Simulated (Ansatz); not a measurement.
What is wrong with this input? (ScAl)

Intended: ScAl, PBEsol, plane waves and PAW in Ansatz. The input:

```yaml
crystal:
  lattice:
    - [3.37034897, 0.0, 0.0]
    - [0.0, 3.37034897, 0.0]
    - [0.0, 0.0, 3.37034897]
  atoms:
    - { symbol: Sc, position: [0.5, 0.5, 0.5] }
    - { symbol: Al, position: [0.0, 0.0, 0.0] }
basis:
  ecutwfc: 420
kpoints:
  mp_grid: { grid: [12, 12, 12] }
hamiltonian:
  xc: pbesol
  hubbard: { sites: [{ species: Fe, l: d, u_eff: 4.0 }] }
scf:
  occupations: { method: gaussian, width: 0.1 }
output:
  forces: true
  stress: true
  eigenvalues: true
```

Command:

```bash
ansatz run input.yaml --threads 1 --pin off --max-ram 2560MiB --backend cpu --events-out ev --progress --plain --runs-dir out
```

Output, shortened:

```text
Error: inconsistent input (hamiltonian.hubbard.sites[].species, crystal.atoms): hamiltonian.hubbard: Fe is not a species of this cell
```

Problem. Why did this happen?

Solution. The fault is a Hubbard U on a species that isn't in the cell. The entry names no atom of the cell. The cure is the entry removed.

Mended input, as a difference:

```diff
 hamiltonian:
-  hubbard: { sites: [{ species: Fe, l: d, u_eff: 4.0 }] }
```

With the mended input the run converges and gives a pressure of -1.80 GPa, no gap.

The mended run took 4.8 s on 1 thread of Intel(R) Xeon(R) Processor @ 2.70GHz, on a shared host, peak memory 0.35 GiB.